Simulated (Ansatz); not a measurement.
Na2S:

```
CELL_PARAMETERS angstrom
0.00000 3.27350 3.27350
3.27350 0.00000 3.27350
3.27350 3.27350 0.00000
ATOMIC_POSITIONS crystal
S 0.00000 0.00000 0.00000
Na 0.75000 0.75000 0.75000
Na 0.25000 0.25000 0.25000
```

Base run:

| Quantity | Value |
| --- | --- |
| Program | Ansatz 0.2.0 |
| Functional | HSE06 form with a typed share of exact exchange |
| Potentials or basis | Ansatz PAW |
| Cutoff | 420 eV |
| Density cutoff | 1680 eV |
| k mesh | 4 × 4 × 4 |
| Occupations | fermi-dirac, width 0.05 eV |
| Spin | no spin polarisation |

Its results: band gap on the k mesh 3.27 eV, direct.

The run is repeated on the same cell with these changes: screening (1/å) from 0.3 to 0.4. What comes out?

Band gap on the k mesh 3.10 eV, direct.

A k mesh can miss the band edges.

Not every run made on this cell is shown here.
